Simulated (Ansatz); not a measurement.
NaBr (rock salt)

```yaml
crystal:
  lattice:
    - [0.00000, 5.94759, 5.94759]
    - [2.97379, 2.97379, 5.94759]
    - [2.97379, 2.97379, 0.00000]
  atoms:
    - { symbol: Br, position: [0.00000, 0.00000, 0.00000] }
    - { symbol: Br, position: [0.50000, 0.00000, 0.00000] }
    - { symbol: Na, position: [0.00000, 0.50000, 0.50000] }
    - { symbol: Na, position: [0.50000, 0.50000, 0.50000] }
```

A phonon eigenvector at X = (0.5, 0.5, 0.0) is frozen into this cell: atom i moves by Q times the vector below, so Q is the largest atomic displacement, in Å. The cell is held. It is one choice among 2 degenerate patterns. (q is in reciprocal vectors of the primitive cell; the cell shown is doubled to hold the pattern.)

```tsv
atom	x	y	z
Br1	0.000	-1.000	0.000
Br2	0.000	1.000	0.000
Na3	0.000	0.986	0.000
Na4	0.000	-0.986	0.000
```

All values below come from r2SCAN (plane waves to 500 eV, PAW, scalar-relativistic; Ansatz, an electronic-structure program). k mesh 10×10×10 (Γ-centred), Fermi-Dirac smearing 0.05 eV. E stands for the smeared free energy. NaBr was relaxed with its symmetry unable to fall. ΔE is measured from the undisplaced structure.

```csv
Q (Å),ΔE (meV/cell),−dE/dQ from forces (eV/Å)
-0.180,___,0.489
-0.150,29.5,0.401
-0.120,18.7,0.316
-0.090,___,0.235
-0.060,4.6,0.155
-0.030,___,0.077
0.000,0.0,0.000
0.030,___,-0.077
0.060,4.6,-0.155
0.090,___,-0.235
0.120,18.7,-0.316
0.150,29.5,-0.401
0.180,___,-0.489
```

Problem. What belongs in the gaps?

Solution. 
- -0.180, ΔE (meV/cell): 42.8
- -0.090, ΔE (meV/cell): 10.5
- -0.030, ΔE (meV/cell): 1.2
- 0.030, ΔE (meV/cell): 1.2
- 0.090, ΔE (meV/cell): 10.5
- 0.180, ΔE (meV/cell): 42.8

(For displaced atoms, the force is minus the slope of the energy, and its curvature is a force constant, which sets phonon frequencies.)
